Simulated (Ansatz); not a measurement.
**GaSb: equation of state with PBE**

The system is GaSb.

```
Sb Ga
1.0
     0.00000    3.05900    3.05900
     3.05900    0.00000    3.05900
     3.05900    3.05900    0.00000
Sb Ga
1 1
Cartesian
  4.5885 4.5885 4.5885
  0.0000 0.0000 0.0000
```

```yaml
Program: Ansatz 0.2.0
Task: equation of state
Functional: PBE
Potentials_or_basis: Ansatz NC
Cutoff: 1088 eV
Density_cutoff: 4354 eV
k_mesh: 8 × 8 × 8
Occupations: fermi-dirac, width 0.05 eV
Spin: no spin polarisation
```

| Item | Value |
| --- | --- |
| Equilibrium volume | 30.04 Å³/atom |
| Bulk modulus | 44 GPa |
| Pressure derivative of the bulk modulus | 4.7 (rough: it moves with the points fitted) |

Energy against volume, from the lowest point:
```
volume (Å³/atom)  energy (meV/atom)
          26.907              55.30
          27.480              35.33
          28.052              20.35
          28.625               9.77
          29.197               3.10
          29.770               0.00
          30.342               0.11
```

All runs of the series together: 45 s on 2 threads of Arm Neoverse V1, with other jobs on the host.

Spin-orbit coupling is left out, which matters for the levels of Sb. PBE usually gives volumes a little too large and moduli too small.
